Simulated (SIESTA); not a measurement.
Crystal: Te2Pt (Moncheite).

```
CELL_PARAMETERS angstrom
4.01000 0.00000 0.00000
-2.00500 3.47276 0.00000
0.00000 0.00000 5.20100
ATOMIC_POSITIONS crystal
Pt 0.00000 0.00000 0.00000
Te 0.66667 0.33333 0.75000
Te 0.33333 0.66667 0.25000
```

Program: SIESTA 5.4.2. Alike in all runs: task band structure; no spin polarisation; cell as given; k mesh 8 × 8 × 5; smearing fermi-dirac 0.05 eV; grid cutoff 800 Ry; energy shift 0.003 Ry.

Question: Order these runs on this cell by their pressure, lowest first.
A. level PW91; potentials or basis PseudoDojo 0.4 standard (PBE files), DZP (energy shift 0.003 Ry; two zetas on semicore shells)
B. level RPBE; potentials or basis PseudoDojo 0.4 standard (PBE files), DZP (energy shift 0.003 Ry; two zetas on semicore shells)
C. level BLYP; potentials or basis PseudoDojo 0.4 standard (PBE files), DZP (energy shift 0.003 Ry; two zetas on semicore shells)
D. level WC; potentials or basis PseudoDojo 0.4 standard (PBEsol files), DZP (energy shift 0.003 Ry; two zetas on semicore shells)
E. level LDA; potentials or basis PseudoDojo 0.4 standard (LDA files), DZP (energy shift 0.003 Ry; two zetas on semicore shells)

Answer: E (5.0 GPa), D (7.8 GPa), A (12.1 GPa), B (13.9 GPa), C (18.7 GPa).

Caveats: short orbitals over semicore shells can move pressures by several GPa; the basis of atomic orbitals isn't converged, which shifts pressures, moduli and gaps; the potentials were made for another functional, which shifts forces and pressure (some runs).
